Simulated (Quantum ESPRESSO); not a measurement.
Input of a Quantum ESPRESSO 7.5 run:

Contents of pw.in:

```
&CONTROL
  calculation = 'scf'
  prefix = 'pwscf'
  outdir = './tmp'
  pseudo_dir = './pseudo'
  tprnfor = .true.
  tstress = .true.
  disk_io = 'nowf'
/
&SYSTEM
  ibrav = 0
  nat = 2
  ntyp = 2
  ecutwfc = 45
  ecutrho = 360
  nbnd = 18
  occupations = 'smearing'
  smearing = 'fd'
  degauss = 0.00367493
/
&ELECTRONS
  conv_thr = 4d-10
  electron_maxstep = 120
  mixing_beta = 0.3
/
ATOMIC_SPECIES
Hf   178.4900 hf_pbesol_v1.uspp.F.UPF
N     14.0070 n_pbesol_v1.2.uspp.F.UPF
CELL_PARAMETERS angstrom
   0.0000000000    2.2560000000    2.2560000000
   2.2560000000    0.0000000000    2.2560000000
   2.2560000000    2.2560000000    0.0000000000
ATOMIC_POSITIONS crystal
Hf     0.0000000000    0.0000000000    0.0000000000
N      0.5000000000    0.5000000000    0.5000000000
K_POINTS automatic
10 10 10 0 0 0
HUBBARD {ortho-atomic}
U Hf-5d 2.0
```

Potentials or basis: GBRV 1.5 PBEsol.

Launch:

```console
$ OMP_NUM_THREADS=1 mpirun -n 2 pw.x -nk 2 -in pw.in > pw.out
```

Question: What does it give for the band gap on the k mesh?

Answer: None (metal or under the smearing width).

Question: Estimate the pressure.

Answer: 0.8 GPa.

Eigenvalues of the final occupation matrices:
```csv
site,spin,trace,eigenvalues
Hf 1 5d,each,1.21,0.24 0.24 0.24 0.24 0.24
```

Caveat: U without spin polarisation on a metal has little footing. The run has no spin-orbit coupling, so splittings on Hf are missing.
